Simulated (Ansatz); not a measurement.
# AlBO3 (R-3c): the host for defect calculations

Aim: the runs on the perfect crystal AlBO3 (R-3c) that a defect calculation needs first.

Main program and level: Ansatz 0.2.0; plane-wave PAW DFT, PBEsol; relaxation of the host's cell and atoms, in the first sound run; inputs show where later runs differ.

## 1. Starting point

The structure is trigonal, space group R-3c (No. 167). The conventional cell has a = 4.505 Å, b = 4.505 Å, c = 13.903 Å, α = 90.00°, β = 90.00°, γ = 120.00°. Nearest to Al lie 6 O at 1.94 Å. B has 3 O at 1.39 Å nearest. Nearest to O lie 1 B at 1.39 Å and 2 Al at 1.94 Å. Farther neighbours and most contacts between anions are not listed.

## 2. Host cell relaxation

Cell and atoms are relaxed together, until forces and stress fall under their thresholds.

Contents of cell/input.yaml:

```yaml
crystal:
  lattice:
    - [2.2527389, 1.3006194, 4.6343053]
    - [-2.2527389, 1.3006194, 4.6343053]
    - [0.0, -2.6012388, 4.6343053]
  atoms:
    - { symbol: Al, position: [1.0, 1.0, 0.0] }
    - { symbol: Al, position: [0.5, 0.5, 0.5] }
    - { symbol: B, position: [0.25, 0.25, 0.25] }
    - { symbol: B, position: [0.75, 0.75, 0.75] }
    - { symbol: O, position: [0.25, 0.942096, 0.557904] }
    - { symbol: O, position: [0.942096, 0.557904, 0.25] }
    - { symbol: O, position: [0.442096, 0.75, 0.057904] }
    - { symbol: O, position: [0.75, 0.057904, 0.442096] }
    - { symbol: O, position: [0.057904, 0.442096, 0.75] }
    - { symbol: O, position: [0.557904, 0.25, 0.942096] }
basis:
  ecutwfc: 420
  xc_grid: 2
hamiltonian:
  xc: pbesol
kpoints:
  mp_grid: { grid: [7, 7, 7] }
scf:
  occupations: { method: fixed }
  max_iter: 100
relax:
  f_tol: 0.005
  max_steps: 60
  cell: {}
output:
  forces: true
  stress: true
checkpoint:
  write: "../cell.run"
  compress: false
  write_wavefunctions: false
  write_every: 100000
```

Launch:

```console
ansatz run input.yaml --threads 8 --pin off --max-ram 13189MiB --backend cpu --events-out ev --progress --plain --runs-dir out
```

Numbers of over 12 decimals in the logs are rounded to 6 here.

The log of the run:

```text
[... repeated set-up lines and file paths are left out, and long positions are rounded to six places ...]
Engine: ansatz 0.2.0, aarch64-unknown-linux-gnu
Pseudopotentials: kind: paw
Pseudopotential: Al, paw, valence charge 3, recommended cutoff 420 eV (normal), Al.paw.azcp
Pseudopotential: B, paw, valence charge 3, recommended cutoff 420 eV (normal), B.paw.azcp
Pseudopotential: O, paw, valence charge 6, recommended cutoff 420 eV (normal), O.paw.azcp
Functional definition: PBEsol
  exchange = pbesol_x
  correlation = pbesol_c
Crystal: 10 atoms, lattice volume = 81.470 Å³
Basis set: ecut = 420 eV, 1605 PW (Γ), exchange–correlation on 72×72×72 points (8 copies of the dense FFT grid, shifted against one another)
Bands: 34, of which v1, the nominal top of the filled ones, is band 24 counted from 1 (23 counted from 0)
Symmetry: 12 space group operations
Space group: R-3c (ITA 167), of the structure as read, at distance tolerance 4.3e-5 Å
k-points: 44 of 343
Non-local potential: Al, projectors of the file, l = 0: 2, l = 1: 2, l = 2: 1
Non-local potential: B, projectors of the file, l = 0: 2, l = 1: 2, l = 2: 1
Non-local potential: O, projectors of the file, l = 0: 2, l = 1: 2, l = 2: 1
PAW form: soft (Blöchl's): semilocal exchange-correlation on the pseudo side does not see the compensation charge
PAW frozen core: Al, regenerated for the run's functional, and the local potential with it (the file was generated under x = pbe(κ = 0.804, μ = 0.219515), c = pbe(β = 0.066725))
PAW frozen core: B, regenerated for the run's functional, and the local potential with it (the file was generated under x = pbe(κ = 0.804, μ = 0.219515), c = pbe(β = 0.066725))
PAW frozen core: O, regenerated for the run's functional, and the local potential with it (the file was generated under x = pbe(κ = 0.804, μ = 0.219515), c = pbe(β = 0.066725))
PAW one-centre angular grid: Al, 110 points (default); XC on 64 Gauss nodes
PAW one-centre angular grid: B, 110 points (default); XC on 64 Gauss nodes
PAW one-centre angular grid: O, 110 points (default); XC on 64 Gauss nodes
Initial density: superposition of atomic densities (neutral atoms: chi_scale 0, normalization atom), corrected by the library's trained network
Initial wavefunctions: pseudopotential atomic-orbital guess
Functional: x = pbesol(κ = 0.804, μ = 0.123457), c = pbesol(β = 0.046)
SCF iter   1: F=—  HF=-4731.999620 eV  |F-HF|=—  |Δ(HF+E_count)|=         —  Δρ=1.45e-2  dr2=1.26e-1  ethr=1.77e-3  ⟨swp⟩=5.0  Hψ=5721  notcnv=0  defer=343
preconditioner: auto → Resta (q_TF=auto, 2.498 Å⁻¹)  ε∞=3.7  [insulator: Δε(μ)=5.595 eV  Ē_g=17.441 eV  n_scr=20 (ndim 8)  ℏωp=28.5 eV  f_vac=0.000  ε∞_Penn≈3.7]
SCF iter   2: F=—  HF=-4731.962672 eV  |F-HF|=—  |Δ(HF+E_count)|=   3.69e-2  Δρ=2.11e-3  dr2=2.78e-3  ethr=2.62e-4  ⟨swp⟩=2.4  Hψ=2739  notcnv=0  defer=350
SCF iter   3: F=—  HF=-4731.962540 eV  |F-HF|=—  |Δ(HF+E_count)|=   1.31e-4  Δρ=1.09e-3  dr2=7.06e-4  ethr=5.80e-6  ⟨swp⟩=2.3  Hψ=1993  notcnv=0  defer=308
automatic band count: iteration 3 solves 33 bands in place of 34: the levels show a gap, and the empty bands left out lie too high to hold charge; the band table lists the bands solved (type scf.n_extra_bands for more)
SCF iter   4: F=—  HF=-4731.962564 eV  |F-HF|=—  |Δ(HF+E_count)|=   2.42e-5  Δρ=1.55e-4  dr2=8.21e-6  ethr=1.47e-6  ⟨swp⟩=2.1  Hψ=2198  notcnv=0  defer=306
SCF iter   5: F=—  HF=-4731.962585 eV  |F-HF|=—  |Δ(HF+E_count)|=   2.06e-5  Δρ=2.23e-5  dr2=2.66e-7  ethr=1.71e-8  ⟨swp⟩=2.1  Hψ=2188  notcnv=0  defer=185
SCF iter   6: F=-4731.962585 eV  HF=-4731.962585 eV  |F-HF|=3.05e-9  |Δ(HF+E_count)|=   7.68e-8  Δρ=3.54e-6  dr2=8.33e-9  ethr=2.08e-10  ⟨swp⟩=4.0  Hψ=4593  notcnv=0
SCF 1 converged in 6 iterations: F = -4731.962585 eV  dr2 = 8.33e-9
  greatest PAW one-centre occupation: 0.859 electrons in one spin orbital (limit 2), on the O atom at site 9 (counted from 0), in its partial waves of l = 0
relax step   1: F+E_penalty+E_count = -4731.96258501 eV  Δ(F+E_penalty+E_count) = +0.000e0 eV  max|allowed force component| = 4.750e-2 eV/Å  Δτ_max = 0.0000 Å  P = -5.237 GPa  Ω = 81.470 Å³  (6 SCF iters, dr2 threshold 1.00e-7 eV, accepted)
[... the SCF cycles and remarks between the steps are left out from here to the last step ...]
relax step   2: F+E_penalty+E_count = -4731.99393372 eV  Δ(F+E_penalty+E_count) = -3.135e-2 eV  max|allowed force component| = 2.784e-2 eV/Å  Δτ_max = 0.0003 Å  P = -2.404 GPa  Ω = 80.369 Å³  energy of the carried Pulay correction = +6.815e-3 eV  (5 SCF iters, dr2 threshold 1.00e-6 eV, accepted)
relax step   3: F+E_penalty+E_count = -4732.00652757 eV  Δ(F+E_penalty+E_count) = -1.259e-2 eV  max|allowed force component| = 2.271e-2 eV/Å  Δτ_max = 0.0039 Å  P = +0.247 GPa  Ω = 79.473 Å³  energy of the carried Pulay correction = +1.243e-2 eV  (5 SCF iters, dr2 threshold 1.00e-6 eV, accepted)
relax step   4: F+E_penalty+E_count = -4732.00641364 eV  Δ(F+E_penalty+E_count) = +1.139e-4 eV  max|allowed force component| = 3.714e-3 eV/Å  Δτ_max = 0.0001 Å  P = +0.015 GPa  Ω = 79.511 Å³  energy of the carried Pulay correction = +1.219e-2 eV  (4 SCF iters, dr2 threshold 4.52e-7 eV, accepted)
relax step   5: F+E_penalty+E_count = -4731.99584212 eV  Δ(F+E_penalty+E_count) = +1.057e-2 eV  max|allowed force component| = 3.140e-3 eV/Å  Δτ_max = 0.0000 Å  P = -0.228 GPa  Ω = 79.511 Å³  stress off target by 2.43e-1 GPa  SCF on the basis re-selected at this cell (its energy is not comparable with the rows above)  (5 SCF iters)
relax step   6: F+E_penalty+E_count = -4731.99644653 eV  Δ(F+E_penalty+E_count) = -6.044e-4 eV  max|allowed force component| = 1.091e-3 eV/Å  Δτ_max = 0.0003 Å  P = +0.007 GPa  Ω = 79.425 Å³  energy of the carried Pulay correction = +5.421e-4 eV  (4 SCF iters, dr2 threshold 1.48e-7 eV, accepted)
iter 1 solved again at ethr=3.42e-8 eV; its pass at ethr=3.10e-3 eV (dr2=1.64e-5 eV) is discarded
SCF iter   1: F=—  HF=-4731.995906 eV  |F-HF|=—  |Δ(HF+E_count)|=         —  Δρ=1.21e-5  dr2=2.58e-8  ethr=3.42e-8  ⟨swp⟩=3.2  Hψ=9717  notcnv=0  defer=352
SCF iter   2: F=—  HF=-4731.995921 eV  |F-HF|=—  |Δ(HF+E_count)|=   1.48e-5  Δρ=5.98e-6  dr2=8.75e-9  ethr=5.38e-11  ⟨swp⟩=2.0  Hψ=2328  notcnv=0  defer=335
SCF iter   3: F=—  HF=-4731.995921 eV  |F-HF|=—  |Δ(HF+E_count)|=   7.63e-9  Δρ=1.85e-6  dr2=1.38e-9  ethr=1.82e-11  ⟨swp⟩=2.5  Hψ=2384  notcnv=0  defer=335
SCF iter   4: F=-4731.995921 eV  HF=-4731.995921 eV  |F-HF|=4.55e-12  |Δ(HF+E_count)|=  2.00e-10  Δρ=3.46e-7  dr2=8.74e-11  ethr=1.00e-12  ⟨swp⟩=3.2  Hψ=5757  notcnv=0
SCF 7 converged in 4 iterations: F = -4731.995921 eV  dr2 = 8.74e-11
relax step   7: F+E_penalty+E_count = -4731.99592066 eV  Δ(F+E_penalty+E_count) = +5.259e-4 eV  max|allowed force component| = 1.053e-3 eV/Å  Δτ_max = 0.0000 Å  P = +0.001 GPa  Ω = 79.425 Å³  stress off target by 2.65e-3 GPa  SCF on the basis re-selected at this cell (its energy is not comparable with the rows above)  (4 SCF iters)
basis re-selected at this cell: Δ(F+E_penalty+E_count) = +5.259e-4 eV, ΔP = -0.006 GPa vs the last step (what re-selecting the basis moved, of the pressure what is left beyond the Pulay correction that the steps carried, after the strain that the cell walked [...]
SCF converged after 4 iterations
Free energy (F): -4731.995921 eV
Harris-Foulkes:  -4731.995921 eV  (|F-HF|=4.55e-12)
Internal energy: -4731.995921 eV  (E = F + TS)
E sigma→0 (E₀):  -4731.995921 eV
Fermi energy:    7.190773 eV
--- Per-component energies (eV) ---
  E_band       = -4.325589
  E_kinetic    = 1217.396510
  E_local      = -2068.074317  (includes V_loc(G=0)·N_el)
  E_nonlocal   = 332.588622
  E_hartree    = 723.688313
  E_xc         = -583.801170
  E_vxc        = -700.966498  (∫ρ·V_xc dr)
  E_paw        = -1979.377884  (= ΣΔE_a)
  E_vpaw       = -232.661848  (= ΣTr[D̂ρ^β])
  E_aug_tail   = 0.015296  (compensation charges beyond the density's cutoff)
  E_ewald      = -2374.710718
  E_core_change = 0.279427  (= ΣΔE_core)
  E_smearing   = -0.000000  (= −TS)
  E_closure    = 0.000000  (closes the sum)
  Σ components = -4731.995921   (vs F -4731.995921, Δ=0.00e0)
--- Forces (eV/Å), atoms counted from 1 ---
  atom   1  Al     0.00000000     0.00000000    -0.00000000
  atom   2  Al    -0.00000000     0.00000000     0.00000000
  atom   3  B     -0.00000000     0.00000000    -0.00000000
  atom   4  B      0.00000000    -0.00000000     0.00000000
  atom   5  O      0.00052663    -0.00091215     0.00000000
  atom   6  O     -0.00105326    -0.00000000     0.00000000
  atom   7  O     -0.00052663    -0.00091215    -0.00000000
  atom   8  O     -0.00052663     0.00091215    -0.00000000
  atom   9  O      0.00105326     0.00000000    -0.00000000
  atom  10  O      0.00052663     0.00091215     0.00000000
  max |Σ_I F_I| component: 5.78e-18 eV/Å
--- Stress (GPa, compression-positive) ---
       -0.000004      -0.000000      -0.000000
       -0.000000      -0.000004       0.000000
       -0.000000       0.000000       0.002651
  P = ⅓ Tr σ = 0.0009 GPa (0.009 kbar)
--- Relaxed structure (5 steps of the walk, 5 accepted, 2 SCFs on fresh bases) ---
  F+E_penalty+E_count = -4731.99592066 eV   max|allowed force component| = 1.053e-3 eV/Å   (the final SCF, on the basis selected at the relaxed cell)
  cell:  # Å, volume = 79.4253 Å³
    - [2.237652, 1.291909, 4.579133]
    - [-2.237652, 1.291909, 4.579133]
    - [0, -2.583818, 4.579133]
  atoms:
    - { symbol: Al, position: [1.000000, 1.000000, -2.220446049250313e-16] }
    - { symbol: Al, position: [0.500000, 0.500000, 0.500000] }
    - { symbol: B, position: [0.250000, 0.250000, 0.250000] }
    - { symbol: B, position: [0.750000, 0.750000, 0.750000] }
    - { symbol: O, position: [0.250000, 0.941263, 0.558737] }
    - { symbol: O, position: [0.941263, 0.558737, 0.250000] }
    - { symbol: O, position: [0.441263, 0.750000, 0.058737] }
    - { symbol: O, position: [0.750000, 0.058737, 0.441263] }
    - { symbol: O, position: [0.058737, 0.441263, 0.750000] }
    - { symbol: O, position: [0.558737, 0.250000, 0.941263] }
```

Wall time 9.7 s (8 threads of Arm Neoverse N1, shared host); peak memory 0.52 GiB; 66 s of CPU time.

Step by step:

| step | energy less that of the first step (eV) | largest force component (eV/Å) | pressure (GPa) | volume (Å³) |
| --- | --- | --- | --- | --- |
| 1 | 0.0000 | 0.0475 | -5.24 | 81.47 |
| 2 | -0.0313 | 0.0278 | -2.40 | 80.37 |
| 3 | -0.0439 | 0.0227 | 0.25 | 79.47 |
| 4 | -0.0438 | 0.0037 | 0.02 | 79.51 |
| 5 | -0.0333 | 0.0031 | -0.23 | 79.51 |
| 6 | -0.0339 | 0.0011 | 0.01 | 79.43 |
| 7* | -0.0333 | 0.0011 | 0.00 | 79.43 |

Relaxation steps marked * repeat the geometry before them on a plane-wave basis chosen anew for their cell, so energy and pressure can jump there. The log counts 2 steps on a newly chosen plane-wave basis, not all of them marked here; energy and pressure can jump at such steps.

Forces are held to the 12 operations that the run works with; a distortion that breaks them can't arise in this run.

| conventional cell, symmetrised | before | after | change |
| --- | --- | --- | --- |
| a (Å) | 4.505 | 4.475 | -0.7 % |
| b (Å) | 4.505 | 4.475 | -0.7 % |
| c (Å) | 13.903 | 13.737 | -1.2 % |
| volume (Å³/atom) | 8.15 | 7.94 | -2.5 % |

Numbers from this step:

```yaml
pressure: 8.81e-4 GPa
```

The relaxation ends with a largest force component of 0.0011 eV/Å and a pressure of 0.00 GPa.

## 3. Dielectric tensors of the host

The response to a uniform electric field gives the electronic dielectric tensor.

This step: plane-wave PAW DFPT, PBEsol; dielectric tensors, Born charges and zone-centre modes of the host (Ansatz 0.2.0).

Contents of eps/input.yaml:

```yaml
crystal:
  lattice:
    - [2.2376521244, 1.2919090564, 4.5791325295]
    - [-2.2376521244, 1.2919090564, 4.5791325295]
    - [0.0, -2.5838181127, 4.5791325295]
  atoms:
    - { symbol: Al, position: [1.0, 1.0, 0.0] }
    - { symbol: Al, position: [0.5, 0.5, 0.5] }
    - { symbol: B, position: [0.25, 0.25, 0.25] }
    - { symbol: B, position: [0.75, 0.75, 0.75] }
    - { symbol: O, position: [0.25, 0.9412632625, 0.5587367375] }
    - { symbol: O, position: [0.9412632625, 0.5587367375, 0.25] }
    - { symbol: O, position: [0.4412632625, 0.75, 0.0587367375] }
    - { symbol: O, position: [0.75, 0.0587367375, 0.4412632625] }
    - { symbol: O, position: [0.0587367375, 0.4412632625, 0.75] }
    - { symbol: O, position: [0.5587367375, 0.25, 0.9412632625] }
basis:
  ecutwfc: 420
hamiltonian:
  xc: pbesol
kpoints:
  mp_grid: { grid: [7, 7, 7] }
scf:
  occupations: { method: fixed }
  max_iter: 100
phonons:
  method: dfpt
  dielectric: true
  rigid_motions: translations
```

The log of the run:

```text
[...]
Crystal: 10 atoms, lattice volume = 79.425 Å³
Basis set: ecut = 420 eV, 1563 PW (Γ), exchange–correlation on 72×72×72 points (8 copies of the dense FFT grid, shifted against one another)
Bands: 34, of which v1, the nominal top of the filled ones, is band 24 counted from 1 (23 counted from 0)
Symmetry: 12 space group operations
k-points: 172 of 343 (irreducible under 1 space group operation, time reversal used)
[...]
SCF iter   1: F=—  HF=-4732.033270 eV  |F-HF|=—  |Δ(HF+E_count)|=         —  Δρ=1.47e-2  dr2=1.25e-1  ethr=1.77e-3  ⟨swp⟩=5.0  Hψ=22379  notcnv=0  defer=1347
[...]
SCF iter   8: F=-4731.995921 eV  HF=-4731.995921 eV  |F-HF|=5.46e-12  |Δ(HF+E_count)|=  3.64e-12  Δρ=1.19e-7  dr2=6.87e-12  ethr=1.00e-12  ⟨swp⟩=15.2  Hψ=38805  notcnv=0
SCF 1 converged in 8 iterations: F = -4731.995921 eV  dr2 = 6.87e-12
[...]
NSCF: frozen V_eff on 13 k-points
DFPT response loops at Γ: preconditioner auto → none (the input reference at scf.mixing.eps_inf says where Resta's filter doesn't serve); β = 0.50; Broyden in place of MSR1
SCF converged after 8 iterations
Free energy (F): -4731.995921 eV
[...]
Internal energy: -4731.995921 eV  (E = F + TS)
E sigma→0 (E₀):  -4731.995921 eV
Fermi energy:    7.190774 eV
[...]
--- Band table (eV; the first three rows and the last of 172) ---
[...]
[... further k-points left out ...]
--- Phonons (Γ-DFPT): 6 representative perturbations + reference, on 172 of 343 k-points (Σ response iterations 21) ---
  k mesh reduced under 1 symmetry operation, with k and −k counted as one. Each operation leaves every solved perturbation unchanged. A smaller set is not considered because the run solves the response to a homogeneous field
  ASR residual: 7.522e-5 → 0.000e0 eV/Å²; symmetrization residual: 9.807e-5 eV/Å²
  ASR residual per site (eV/Å²): 1.03e-5 1.03e-5 1.64e-5 1.64e-5 7.28e-5 7.52e-5 7.28e-5 7.28e-5 7.52e-5 7.28e-5
  Γ frequencies (cm⁻¹): 0.00 0.00 0.00 312.03 312.03 320.10 320.10 352.33 395.35 395.35 429.16 434.32 434.32 466.92 466.92 487.37 493.14 520.20 661.91 665.91 665.91 699.59 699.59 722.00 914.42 939.34 1243.70 1243.70 1249.98 1249.98
  ε∞ (high-frequency dielectric tensor):
        3.353654     0.000000     0.000000
        0.000000     3.353654    -0.000000
        0.000000    -0.000000     3.064268
  ε⁰ (static dielectric tensor: ions relaxed, cell fixed):
        8.634704     0.000000     0.000000
        0.000000     8.634704    -0.000000
        0.000000    -0.000000     8.508549
  ε⁰ − ε∞ (ionic part):
        5.281050     0.000000     0.000000
        0.000000     5.281050     0.000000
        0.000000     0.000000     5.444281
  softest optical mode at Γ: 312.03 cm⁻¹; the repairs (sum rule, projections) moved no ω² at Γ by more than (8.68 cm⁻¹)²
  Born effective charges Z* (e; rows j = field, columns β = displacement):
    site 0:
         3.22045   -0.23663    0.00000
         0.23663    3.22045   -0.00000
        -0.00000   -0.00000    3.09733
    site 1:
         3.22045    0.23663   -0.00000
        -0.23663    3.22045   -0.00000
         0.00000   -0.00000    3.09733
    site 2:
         2.74602    0.00000    0.00000
        -0.00000    2.74602   -0.00000
        -0.00000   -0.00000    1.30517
    site 3:
         2.74602    0.00000    0.00000
        -0.00000    2.74602   -0.00000
        -0.00000   -0.00000    1.30517
    site 4:
        -1.79899    0.32880    0.25436
         0.32880   -2.17866    0.14685
         0.20362    0.11756   -1.46750
    site 5:
        -2.36849    0.00000    0.00000
        -0.00000   -1.60916   -0.29371
        -0.00000   -0.23513   -1.46750
    site 6:
        -1.79899   -0.32880   -0.25436
        -0.32880   -2.17866    0.14685
        -0.20362    0.11756   -1.46750
    site 7:
        -1.79899    0.32880    0.25436
         0.32880   -2.17866    0.14685
         0.20362    0.11756   -1.46750
    site 8:
        -2.36849    0.00000    0.00000
        -0.00000   -1.60916   -0.29371
        -0.00000   -0.23513   -1.46750
    site 9:
        -1.79899   -0.32880   -0.25436
        -0.32880   -2.17866    0.14685
        -0.20362    0.11756   -1.46750
  Z* charge neutrality: 8.632e-5 e pre-enforcement
  k-mesh period / interband length: 31.3 Å / 1.12 Å = 27.96 at k = (0.0000, 0.0000, 0.0000), direct gap 6.048 eV — 14 or more, which is no proof of convergence
  optical modes at Γ without the LO–TO term, one row a degenerate level:
      ω (cm⁻¹)  modes    IR ((D/Å)²/amu)
        312.03      2             0.0000
[...]
optical modes at Γ + LO–TO along q̂ = [1.0000, 0.0000, 0.0000]:
      ω (cm⁻¹)  modes    IR ((D/Å)²/amu)
[...]
optical modes at Γ + LO–TO along q̂ = [0.0000, 1.0000, 0.0000]:
      ω (cm⁻¹)  modes    IR ((D/Å)²/amu)
[...]
optical modes at Γ + LO–TO along q̂ = [0.0000, 0.0000, 1.0000]:
      ω (cm⁻¹)  modes    IR ((D/Å)²/amu)
[...]
466.92      2            56.2171
        493.14      1             0.0000
        504.34      1             1.6186
        520.20      1             0.0000
        665.91      2             0.0000
        699.59      2             7.4858
        722.00      1             0.0000
        852.18      1            38.5289
        914.42      1             0.0000
        939.34      1             0.0000
       1243.70      2           102.4627
       1249.98      2             0.0000
```

The job ended after 2.2 min (8 threads; peak memory 2 GiB; 16 min of CPU time).

Electronic dielectric tensor:

```
3.35 0.00 0.00
0.00 3.35 0.00
0.00 0.00 3.06
```

Static dielectric tensor:

```
8.63 0.00 0.00
0.00 8.63 0.00
0.00 0.00 8.51
```

The principal values of the electronic dielectric tensor are 3.06, 3.35 and 3.35. The principal values of the static dielectric tensor are 8.51, 8.63 and 8.63.

[end of part 1 of 3]

[Logs are printed without paths, hosts, clocks, repeated set-up lines and the standing remarks that a program may print on its own settings, such as how far it seeks lower states.]

[Hosts, paths, dates, database ids (printed as entryN), source tags and the programs' standing remarks are cut or masked in the printed files.]

[Runs of the host that timed out are not shown.]

[For some hosts the program warned that the k-mesh of the response run may be too coarse for force constants and the static dielectric constant; such warnings are not always shown.]
